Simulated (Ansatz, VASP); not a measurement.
This is a calculation of HfC for VASP 6.6.1. 

File INCAR:

```
PREC = Accurate
ENCUT = 600
EDIFF = 1E-7
ISMEAR = -1
SIGMA = 0.05
LREAL = False
LASPH = True
NELM = 100
ALGO = Fast
ISIF = 3
LWAVE = False
LCHARG = False
GGA = RP
IVDW = 12
IBRION = 2
NSW = 60
EDIFFG = -0.005
```

The input KPOINTS:

```
Automatic mesh
0
Gamma
  10 10 10
```

Contents of POSCAR:

```
HfC
1.0
    0.0000000000      2.3250000000      2.3250000000
    2.3250000000      0.0000000000      2.3250000000
    2.3250000000      2.3250000000      0.0000000000
Hf C
1 1
Direct
    0.5000000000      0.5000000000      0.5000000000
    0.0000000000      0.0000000000      0.0000000000
```

Potentials or basis: VASP PAW PBE potentials, release 64 (Hf_pv, C).

The run is started by

```console
$ cat potpaw_PBE.64/Hf_pv/POTCAR potpaw_PBE.64/C/POTCAR > POTCAR
$ mpirun -np 1 vasp_std > vasp.out
```

Translate it to Ansatz 0.2.0. Potentials or basis there: Ansatz PAW, cutoff 420 eV.

As run (cutoffs and basis follow the program's own potentials, and thresholds, step limits or extra output files can differ):

File input.yaml:

```yaml
crystal:
  lattice:
    - [0.0, 2.325, 2.325]
    - [2.325, 0.0, 2.325]
    - [2.325, 2.325, 0.0]
  atoms:
    - { symbol: Hf, position: [0.5, 0.5, 0.5] }
    - { symbol: C, position: [0.0, 0.0, 0.0] }
hamiltonian:
  xc: rpbe
  pseudopotentials: { kind: paw }
  dispersion: d3bj
kpoints:
  mp_grid: { grid: [10, 10, 10] }
scf:
  occupations: { method: fermi_dirac, width: 0.05 }
output:
  forces: true
  stress: true
relax:
  f_tol: 0.01
  max_steps: 40
  cell: { stress_tol: 0.05 }
```

Potentials or basis: Ansatz PAW.

Launch:

```console
$ ansatz run input.yaml --threads 2 --pin off --max-ram 5632MiB --backend cpu --events-out ev --progress --plain --runs-dir out
```

Both were run:

|  | VASP | Ansatz |
| --- | --- | --- |
| Relaxed volume | 11.24 Å³/atom | 11.25 Å³/atom |
| Relaxed cell | a = 3.168 Å, b = 3.168 Å, c = 3.168 Å, α = 60.00°, β = 60.00°, γ = 60.00° | a = 3.169 Å, b = 3.169 Å, c = 3.169 Å, α = 60.00°, β = 60.00°, γ = 60.00° |
| Space group after relaxing | Fm-3m (No. 225) | Fm-3m (No. 225) |
| Pressure after relaxing | 0.0 GPa | 0.0 GPa |

Ansatz's pressure holds a Pulay term of +0.30 GPa for its cutoff of 420 eV, which the other run lacks.

The potentials hold 14 and 30 valence electrons a cell.

VASP's potentials were made for PBE. Ansatz's potentials were made for PBE.

Where Ansatz's input types no cutoff or centring, it takes its own default and a Γ-centred mesh.

Pressure is positive in compression.
